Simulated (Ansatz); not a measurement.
**Ge: a ladder of calculations**

Cell of run 1: an entry of the Crystallography Open Database (COD).

Space group P4_32_12 (No. 96); a = 5.9164, c = 6.9555 Å.

| site | Wyckoff | site symmetry | x | y | z |
| --- | --- | --- | --- | --- | --- |
| Ge1 | 8b | 1 | 0.1750 | 0.3690 | 0.2580 |
| Ge9 | 4a | ..2 | 0.0900 | 0.0900 | 0.0000 |

One atom of each set is listed.

Relaxed positions (PBE, cell held):

Ge1 (0.1727, 0.3687, 0.2609)
Ge9 (0.0903, 0.0903, 0.0000)

All runs are DFT with Ansatz 0.2.0 (plane waves and PAW, scalar-relativistic unless spin–orbit coupling is named, Γ-centred meshes, Fermi–Dirac smearing where given) in this cell.

Run 1: PBE, gradients read without the response of the cores, atoms as given; 420 eV, 6×6×5 k-points, smearing 0.05 eV.
Run 2: PBE, gradients read without the response of the cores, atoms relaxed; 420 eV, 6×6×5 k-points, smearing 0.05 eV.
Run 3: r2SCAN, gradients read without the response of the cores, at the relaxed atoms; 500 eV, 6×6×5 k-points, smearing 0.05 eV.

(1) What does each run give, and what moves the gradients most?

Results:

(1) 

```tsv
run	Ge1 V_zz (η)	Ge9 V_zz (η)
1	5.79 (0.75)	4.29 (0.71)
2	5.74 (0.83)	4.27 (0.78)
3	6.04 (0.81)	4.30 (0.81)
```

V_zz in 10²¹ V/m². Against run 1, the gradient tensors on these sites move by at most 0.33 in run 2 (Ge1), 0.50 in run 3 (Ge1). Taken one at a time, the positions of the atoms (as given or relaxed) move the tensors on these sites by up to 0.33 (largest principal value of the change, on Ge1), the functional (r2SCAN with its higher cutoff) by 0.32 (Ge1).

In runs 1, 2 the gap is small for the k-mesh or the smearing, and small gradients can still move by 0.1 × 10²¹ V/m² or more. In run 3 the atoms aren't at the calculated equilibrium (largest force 0.25 eV/Å).
